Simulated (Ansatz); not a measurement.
An input for Ansatz 0.2.0 (YN):

The input input.yaml:

```yaml
crystal:
  lattice:
    - [0.0, 2.4385, 2.4385]
    - [2.4385, 0.0, 2.4385]
    - [2.4385, 2.4385, 0.0]
  atoms:
    - { symbol: "Y", position: [0.0, 0.0, 0.0] }
    - { symbol: "N", position: [0.5, 0.5, 0.5] }
hamiltonian:
  xc: lda
  pseudopotentials: { kind: paw, accuracy: standard, xc_functional: pbe }
kpoints:
  mp_grid: { grid: [9, 9, 9] }
scf:
  occupations: { method: cold, width: 0.025 }
output:
  forces: true
  stress: true
  eigenvalues: true
  polarization: {}
```

Potentials or basis: SSSP efficiency PAW.

The run is started by

```console
$ ansatz run input.yaml --threads 1 --pin off --max-ram 2560MiB --backend cpu --events-out ev --progress --plain --runs-dir out
```

Does this run start?

The run stopped without a result. It printed:

Output:

```text
Error: output.polarization with scf.occupations: <smearing|tetrahedron|explicit> — the Berry phase is that of a manifold of filled bands, the same in number at every k-point — a smearing, tetrahedron or explicit fill defines no such manifold; use scf.occupations.method: fixed on an insulating deck
```
